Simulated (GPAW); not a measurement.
# MgI2: G0W0 with GPAW, start to end

Aim: the G0W0 gap of MgI2 on PBE, step by step.

Calculated with GPAW 26.7.0; PBE and many-body steps on it, plane waves.

The database entry behind the starting cell has ideal inner coordinates that were not refined, so it need not match the best structure at ambient conditions.

### 1. The starting structure

The cell holds 3 atoms: 1 Mg and 2 I. Cell: a = 4.140 Å, b = 4.140 Å, c = 14.400 Å, α = 90.0°, β = 90.0°, γ = 120.0°. It derives from MgI2. Vacuum lies along c.

 Spin-orbit coupling is left out unless a step names it.

### 2. Ground state

This step: GPAW 26.7.0; DFT, PBE, plane waves, PAW.

The ground-state density comes first.

Input file run.py:

```python
import json
import numpy as np
from gpaw.mpi import world
from ase import Atoms
from gpaw import GPAW, PW, FermiDirac

atoms = Atoms(['Mg', 'I', 'I'],
    cell=[[4.1400000000, 0.0000000000, 0.0000000000],
      [-2.0700000000, 3.5853451717, 0.0000000000],
      [0.0000000000, 0.0000000000, 14.4000000000]],
    scaled_positions=[[0.0000000000, 0.0000000000, 0.5000000000],
      [0.3333333333, 0.6666666667, 0.6194444444],
      [0.6666666667, 0.3333333333, 0.3805555556]],
    pbc=(True, True, False))
calc = GPAW(mode=PW(450),
    xc='PBE',
    kpts={'size': (9, 9, 1), 'gamma': True},
    occupations=FermiDirac(0.001),
    nbands=-7,
    convergence={'density': 1e-6, 'bands': -3},
    maxiter=100,
    txt='gs.txt')
atoms.calc = calc
res = {'energy': atoms.get_potential_energy(), 'forces': atoms.get_forces(), 'stress': atoms.get_stress()}
kpts = calc.get_ibz_k_points()
res['kpts'] = kpts
res['eigenvalues'] = [calc.get_eigenvalues(kpt=k) for k in range(len(kpts))]
res['n_electrons'] = calc.get_number_of_electrons()
calc.write('gs.gpw')

if world.rank == 0:
    with open('result.json', 'w') as f:
        json.dump(res, f, default=lambda x: x.tolist())
```

Started as:

```
$ mpirun -n 4 gpaw python run.py
```

Numbers of over 12 decimals in the logs are rounded to 6 here.

The log of the run:

```text
__  _  _
 | _ |_)|_||  |
 |__||  | ||/\| - 26.7.0

Input parameters:
  mode=PW(ecut=450.000000),
  convergence={'density': 1e-06, 'bands': -3},
  kpts=MonkhorstPack(size=(9, 9, 1), gamma=True),
  maxiter=100,
  nbands=-7,
  occupations=Occupations(name='fermi-dirac', width=0.001, fixmagmom=False),
  xc=XC(name='PBE')
  [... matrices ...]
Diagonalizing LCAO Hamiltonian
Converting LCAO to pw mode

         I

       Mg

             I

Atoms  # Å, Bohr magnetons
|   | symbol |         x |        y |        z |    initial magnetic moments |
| 0 |     Mg |  0.000000 | 0.000000 | 7.200000 | ( 0.0000,  0.0000,  0.0000) |
| 1 |      I | -0.000000 | 2.390230 | 8.920000 | ( 0.0000,  0.0000,  0.0000) |
| 2 |      I |  2.070000 | 1.195115 | 5.480000 | ( 0.0000,  0.0000,  0.0000) |

Unit cell  # Å
| periodic |         x |        y |         z |   lengths |     angles |
|      yes |  4.140000 | 0.000000 |  0.000000 |  4.140000 |  90.000000 |
|      yes | -2.070000 | 3.585345 |  0.000000 |  4.140000 |  90.000000 |
|       no |  0.000000 | 0.000000 | 14.400000 | 14.400000 | 120.000000 |

Number of symmetries: 12
Symmetry operations  # r_c * U_cc + t_c -> r_c
|    | kind |            matrix            |
|  0 |  σ   |  1, 1, 0,  0,-1, 0,  0, 0, 1 |
|  1 |  S6  |  1, 1, 0, -1, 0, 0,  0, 0,-1 |
|  2 |  E   |  1, 0, 0,  0, 1, 0,  0, 0, 1 |
|  3 |  C2  |  1, 0, 0, -1,-1, 0,  0, 0,-1 |
|  4 |  C2  |  0, 1, 0,  1, 0, 0,  0, 0,-1 |
|  5 |  C3  |  0, 1, 0, -1,-1, 0,  0, 0, 1 |
|  6 |  S6  |  0,-1, 0,  1, 1, 0,  0, 0,-1 |
|  7 |  σ   |  0,-1, 0, -1, 0, 0,  0, 0, 1 |
|  8 |  σ   | -1, 0, 0,  1, 1, 0,  0, 0, 1 |
|  9 |  i   | -1, 0, 0,  0,-1, 0,  0, 0,-1 |
| 10 |  C3  | -1,-1, 0,  1, 0, 0,  0, 0, 1 |
| 11 |  C2  | -1,-1, 0,  0, 1, 0,  0, 0,-1 |

BZ-sampling:
  Number of BZ points: 81
  Number of IBZ points: 12

  Monkhorst-Pack size: [9, 9, 1]
  Monkhorst-Pack shift: [0, 0, 0]

K-points  # in reciprocal-cell coordinates
|     |                                coordinates |     weight |
|   0 | (  0.00000000,   0.00000000,   0.00000000) | 0.01234568 |
|   1 | (  0.11111111,   0.00000000,   0.00000000) | 0.07407407 |
|   2 | (  0.22222222,  -0.11111111,   0.00000000) | 0.07407407 |
|   3 | (  0.22222222,   0.00000000,   0.00000000) | 0.07407407 |
|   4 | (  0.33333333,  -0.11111111,   0.00000000) | 0.14814815 |
|   5 | (  0.33333333,   0.00000000,   0.00000000) | 0.07407407 |
|   6 | (  0.33333333,   0.33333333,   0.00000000) | 0.02469136 |
|   7 | (  0.44444444,  -0.22222222,   0.00000000) | 0.07407407 |
|   8 | (  0.44444444,  -0.11111111,   0.00000000) | 0.14814815 |
|   9 | (  0.44444444,   0.00000000,   0.00000000) | 0.07407407 |
| ... |                                            |            |
|  11 | (  0.44444444,   0.44444444,   0.00000000) | 0.07407407 |

Plane wave coefficients: 4665
Cutoff: 450.000000 eV

Spin-components: 1 (collinear spins)
Bands:           19
Projectors:      15
Spin-degeneracy: 2
Datatype:        complex128

  Storage: CPU
  Wave functions: 16_660_416 bytes (4_165_104 per core)
  Projectors: 19_291_008 bytes (4_822_752 per core)
  [... matrices ...]
Parallelization:
  kpt:    4
  domain: 1
  band:   1

Density:
  Valence electrons: 24.0
  Components: 1
  Grid points: [21 21 72]
  Charge: 0.0  # |e|

Potential:
  Grid points: [21 21 72]

species:
  Mg:
    name:    Magnesium
    Z:       12.0
    valence: 10
    core:    2
    charge:  0.0  # [|e|]
    compensation charges:
      type: gauss
      rc: 0.33  # [Å]
      lmax: 2
    cutoffs:
      filter: 1.86  # [Å]
      core: 0.54  # [Å]
    projectors
    | kind |    occ | energy [eV] | rcut [Å] |
    |   2s |  2.000 |     -79.840 |    1.090 |
    |   3s |  2.000 |      -4.705 |    1.090 |
    |   2p |  6.000 |     -46.613 |    1.085 |
    |   3p |  0.000 |      -1.330 |    1.085 |
    |    d |        |       0.000 |    1.037 |

    Using partial waves for Mg as LCAO basis

  I:
    name:    Iodine
    Z:       53.0
    valence: 7
    core:    46
    charge:  0.0  # [|e|]
    compensation charges:
      type: gauss
      rc: 0.37  # [Å]
      lmax: 2
    cutoffs:
      filter: 2.06  # [Å]
      core: 2.90  # [Å]
    projectors
    | kind |    occ | energy [eV] | rcut [Å] |
    |   5s |  2.000 |     -17.382 |    1.164 |
    |   5p |  5.000 |      -7.088 |    1.164 |
    |    s |        |       9.829 |    1.164 |
    |    p |        |      20.123 |    1.164 |
    |    d |        |       0.000 |    1.164 |

    Using partial waves for I as LCAO basis

Reference energy: -392531.236221  # eV

eigensolver:
  PPCG
  Converge bands: -3
  niter=2

density mixing:
  MSR1-Mixer
  Pratt-step length: 0.05
  Maximum mixing coefficient: 0.75
  Old densities: 10
  SVD Regularization: 0.005
  Good broyden scale: 1.0
  Trust region scale: 1.0
  Backstep threshold: 4.0
  History deletion threshold: 6.0
  Fourier metric: weight=20.0, sigma=0.015

occupation numbers:
  Fermi-Dirac:
    width: 0.0010  # eV

poisson solver:
  ecut: 3600.000000  # eV

xc functional:
  name: PBE with 2 nearest neighbor stencil

Initialization done in: 0.917 s

convergence criteria:
- Maximum integral of absolute [dens]ity change: 1e-06 electrons / valence electron
- Maximum [total energy] change in last 3 cyles: 0.0005 eV / valence electron
- Maximum integral of absolute [eigenst]ate change: 4e-08 eV^2 / valence electron
maximum number of iterations: 100

SCF iterations
|iter     |     time |      energy | eigst |  dens |
|iter:   1|  |   -7.897801 | +0.50 |       |
|iter:   2|  |   -7.876826 | +0.30 | -1.35 |
|iter:   3|  |   -7.794546 | -0.82 | -1.38 |
|iter:   4|  |   -7.792765 | -1.49 | -1.91 |
|iter:   5|  |   -7.789298c| -2.20 | -2.22 |
|iter:   6|  |   -7.789682c| -3.49 | -2.62 |
|iter:   7|  |   -7.789699c| -4.23 | -3.39 |
|iter:   8|  |   -7.789701c| -4.73 | -3.94 |
|iter:   9|  |   -7.789702c| -5.22 | -4.68 |
|iter:  10|  |   -7.789702c| -5.71 | -5.33 |
|iter:  11|  |   -7.789702c| -6.26 | -5.75 |
|iter:  12|  |   -7.789702c| -6.98 | -6.03c|
|iter:  13|  |   -7.789702c| -7.33 | -6.62c|
|iter:  14|  |   -7.789702c| -7.64c| -6.86c|

Converged in 14 steps
SCF loop duration: 7.310 s (0.522 s/step)
Energy contributions relative to reference atoms: (reference = -392531.236221)
  [... matrices ...]
Energy contributions:
  Kinetic:          10.808237
  Coulomb:          -9.879719
  Zero:             -0.054003
  External:          0.000000
  Xc:               -8.664217
  Entropy:          -0.000000
  Spinorbit:         0.000000
  ----------------------------
  Free energy:      -7.789702
  Extrapolated:     -7.789702

dipole moment: (-2.973538, -5.150319, 0.000126)  # |e|*Ang

Fermi level: 0.042
Eigenvalues  # (at kpt = [0.000, 0.000, 0.000])
| band index |      eig [eV] | occ [0-2] |
|          0 |       -77.515 |     2.000 |
|        ... |               |           |
|          4 |       -13.997 |     2.000 |
|          5 |       -13.528 |     2.000 |
|          6 |        -5.216 |     2.000 |
|          7 |        -2.958 |     2.000 |
|          8 |        -2.387 |     2.000 |
|          9 |        -2.387 |     2.000 |
|         10 |        -2.145 |     2.000 |
|         11 |        -2.145 |     2.000 |
|         12 |         1.834 |     0.000 |
[...]
|         17 |         4.673 |     0.000 |
|         18 |         5.474 |     0.000 |

Gap: 3.638 eV
Transition (v -> c):
  (s=0, k=0, n=11, [0.00, 0.00, 0.00]) -> (s=0, k=9, n=12, [0.44, 0.00, 0.00])
Direct/indirect transitions are different
Direct gap: 3.979 eV
Transition at: (s=0, k=0, n=11, [0.00, 0.00, 0.00])
vacuum-level: 4.182  # V

Forces  # eV/Ang
|        x |        y |        z |
|  0.00000 |  0.00000 |  0.00000 |  # Mg   0
|  0.00000 |  0.00000 | -0.11505 |  # I    1
| -0.00000 | -0.00000 |  0.11505 |  # I    2

Force computation time: 0.061  # s

Stress tensor  # eV/Ang^3
|         x |         y |         z |
| -0.001376 |  0.000000 |  0.000000 |
| -0.000000 | -0.001376 | -0.000000 |
|  0.000000 | -0.000000 |  0.002456 |

Stress computation time: 0.643  # s

# Writing to gs.gpw (mode='')
  [... matrices ...]
```

The job ended after 11 s (4 MPI ranks of Arm Neoverse V1, shared host; peak memory 0.78 GiB).

Numbers from this step:

| Quantity | Value |
| --- | --- |
| total energy | -7.790 eV |
| gap | 3.638 eV |
| k of the valence top | 0, 0, 0 |
| k of the conduction bottom | 0.4444, 0, 0 |
| least direct gap | 3.979 eV |

The gap is indirect, with the least direct gap 0.34 eV higher.

### 3. Bands along the symmetry lines

The cheap functional maps the bands first; the places of the edges decide which points the dearer methods must see.

Input file run.py:

```python
import json
import numpy as np
from gpaw.mpi import world
from gpaw import GPAW

path = [[0.000000, 0.000000, 0.000000],
    [0.062500, 0.000000, 0.000000],
    [0.125000, 0.000000, 0.000000],
    [0.187500, 0.000000, 0.000000],
    [0.250000, 0.000000, 0.000000],
    [0.312500, 0.000000, 0.000000],
    [0.375000, 0.000000, 0.000000],
    [0.437500, 0.000000, 0.000000],
    [0.500000, 0.000000, 0.000000],
    [0.479167, 0.041667, 0.000000],
    [0.458333, 0.083333, 0.000000],
    [0.437500, 0.125000, 0.000000],
    [0.416667, 0.166667, 0.000000],
    [0.395833, 0.208333, 0.000000],
    [0.375000, 0.250000, 0.000000],
    [0.354167, 0.291667, 0.000000],
    [0.333333, 0.333333, 0.000000],
    [0.291667, 0.291667, 0.000000],
    [0.250000, 0.250000, 0.000000],
    [0.208333, 0.208333, 0.000000],
    [0.166667, 0.166667, 0.000000],
    [0.125000, 0.125000, 0.000000],
    [0.083333, 0.083333, 0.000000],
    [0.041667, 0.041667, 0.000000],
    [0.000000, 0.000000, 0.000000]]
calc = GPAW('gs.gpw').fixed_density(kpts=path,
    symmetry='off',
    nbands=22,
    convergence={'bands': 18},
    txt='bands.txt')
res = {}
kpts = calc.get_ibz_k_points()
res['kpts'] = kpts
res['eigenvalues'] = [calc.get_eigenvalues(kpt=k) for k in range(len(kpts))]
res['n_electrons'] = calc.get_number_of_electrons()

if world.rank == 0:
    with open('result.json', 'w') as f:
        json.dump(res, f, default=lambda x: x.tolist())
```

Started as:

```
$ mpirun -n 4 gpaw python run.py
```

The log of the run:

```text
Diagonalizing LCAO Hamiltonian
Converting LCAO to pw mode
convergence criteria:
- Maximum integral of absolute [eigenst]ate change: 4e-08 eV^2 / valence electron
maximum number of iterations: 100

SCF iterations
|iter     |     time |      energy | eigst |  dens |
|iter:   1|  |             | +1.29 |       |
|iter:   2|  |             | +0.71 |       |
|iter:   3|  |             | -0.20 |       |
[...]
|iter:  12|  |             | -6.68 |       |
|iter:  13|  |             | -7.29 |       |
|iter:  14|  |             | -7.68c|       |
SCF steps: 14
  __  _  _
 | _ |_)|_||  |
 |__||  | ||/\| - 26.7.0

Input parameters:
  mode=PW(ecut=450.000000),
  convergence={'bands': 18},
  gpts=array([21, 21, 72]),
  kpts=KPoints(kpts=array([[0.      , 0.      , 0.      ],
         [0.0625  , 0.      , 0.      ],
         [0.125   , 0.      , 0.      ],
         [0.1875  , 0.      , 0.      ],
[...]
[0.479167, 0.041667, 0.      ],
         [0.458333, 0.083333, 0.      ],
[...]
[0.416667, 0.166667, 0.      ],
[...]
[0.25    , 0.25    , 0.      ],
[...]
[0.125   , 0.125   , 0.      ],
         [0.083333, 0.083333, 0.      ],
         [0.041667, 0.041667, 0.      ],
         [0.      , 0.      , 0.      ]])),
  maxiter=100,
  nbands=22,
  occupations=Occupations(name='fermi-dirac', width=0.001, fixmagmom=False),
  parallel={},
  symmetry=Symmetry(point_group=False, time_reversal=False),
  xc=XC(name='PBE')
  [... matrices ...]
timing:  # [seconds]
  Total: 0.025  # ━━━━━━━━━━━━━━━━━━━━━━━━━━━━━━━━━━━━━━━━━━━━━━━━━━━━━━━━━━━
```

Wall time 17 s (4 MPI ranks); peak memory 0.84 GiB; 66 s of CPU time.

Numbers from this step:

| Quantity | Value |
| --- | --- |
| gap | 3.583 eV |
| k of the valence top | 0, 0, 0 |
| k of the conduction bottom | 0.5, 0, 0 |
| least direct gap | 3.979 eV |

The gap is 3.583 eV, −0.055 eV from the run before at this level.

The electronic bands at the labelled points (eV, zero at the top of the highest filled band):

| point | band 9 | band 10 | band 11 | band 12 | band 13 | band 14 | band 15 | band 16 |
| --- | --- | --- | --- | --- | --- | --- | --- | --- |
| Γ | -0.24 | -0.24 | 0.00 | 0.00 | 3.98 | 4.96 | 5.87 | 6.32 |
| halfway | -1.33 | -0.75 | -0.67 | -0.23 | 4.49 | 5.44 | 6.09 | 6.56 |
| M | -1.45 | -1.12 | -0.80 | -0.48 | 3.58 | 5.39 | 5.57 | 6.41 |
| halfway | -1.79 | -1.53 | -0.87 | -0.74 | 4.08 | 6.07 | 6.19 | 6.72 |
| K | -2.42 | -1.99 | -0.86 | -0.86 | 4.29 | 6.25 | 6.25 | 7.94 |
| halfway | -1.67 | -0.81 | -0.79 | -0.50 | 4.73 | 5.97 | 5.97 | 6.82 |
| Γ | -0.24 | -0.24 | 0.00 | 0.00 | 3.98 | 4.96 | 5.87 | 6.32 |

### 4. Empty states on the mesh, 9×9×1 mesh, 357 bands

The sums over transitions need many empty states on a uniform mesh; this step solves for them.

Input file run.py:

```python
import json
import numpy as np
from gpaw.mpi import world
from gpaw import GPAW

calc = GPAW('gs.gpw').fixed_density(kpts={'size': (9, 9, 1), 'gamma': True},
    parallel={'domain': 1, 'band': 1},
    txt='nscf.txt')
calc.diagonalize_full_hamiltonian(nbands=357)
calc.write('full.gpw', mode='all')
res = {}
kpts = calc.get_ibz_k_points()
res['kpts'] = kpts
res['eigenvalues'] = [calc.get_eigenvalues(kpt=k) for k in range(len(kpts))]
res['n_electrons'] = calc.get_number_of_electrons()

if world.rank == 0:
    with open('result.json', 'w') as f:
        json.dump(res, f, default=lambda x: x.tolist())
```

Started as:

```
$ mpirun -n 4 gpaw python run.py
```

The log of the run:

```text
Diagonalizing LCAO Hamiltonian
Converting LCAO to pw mode
convergence criteria:
- Maximum integral of absolute [eigenst]ate change: 4e-08 eV^2 / valence electron
maximum number of iterations: 100

SCF iterations
|iter     |     time |      energy | eigst |  dens |
|iter:   1|  |             | +0.82 |       |
|iter:   2|  |             | +0.28 |       |
|iter:   3|  |             | -0.47 |       |
[...]
|iter:  12|  |             | -6.93 |       |
|iter:  13|  |             | -7.30 |       |
|iter:  14|  |             | -7.57c|       |
SCF steps: 14
  __  _  _
 | _ |_)|_||  |
 |__||  | ||/\| - 26.7.0

Input parameters:
  mode=PW(ecut=450.000000),
  convergence={'density': 1e-06, 'bands': -3},
  gpts=array([21, 21, 72]),
  kpts=MonkhorstPack(size=(9, 9, 1), gamma=True),
  maxiter=100,
  nbands=19,
  occupations=Occupations(name='fermi-dirac', width=0.001, fixmagmom=False),
  parallel={'domain': 1, 'band': 1},
  xc=XC(name='PBE')
Matrix size: 4631x4631
# Writing to full.gpw (mode='all')
  [... matrices ...]

timing:  # [seconds]
  Total: 265.551  # ━━━━━━━━━━━━━━━━━━━━━━━━━━━━━━━━━━━━━━━━━━━━━━━━━━━━━━━━━
```

It took 4.6 min on 4 MPI ranks; peak memory 7.5 GiB.

Numbers from this step:

* gap: 3.638 eV
* k of the valence top: 0, 0, 0
* k of the conduction bottom: 0.4444, 0, 0
* least direct gap: 3.979 eV
* k points computed: 12
* lowest point of the top converged band, above the valence top: 79.1010 eV

On this mesh the gap is 3.638 eV.

[end of part 1 of 2]

[Paths, hosts, dates, memory and timing lines, banners, echoed tables and standing remarks are left out of the program output.]

[Logs are printed without paths, hosts, clocks, repeated set-up lines and the standing remarks that a program may print on its own settings, such as how far it seeks lower states.]

[Runs of the session that timed out or met a known fault of the program may be left out.]

[Hosts, paths, dates, database ids (printed as entryN), source tags and the programs' standing remarks are cut or masked in the printed files.]
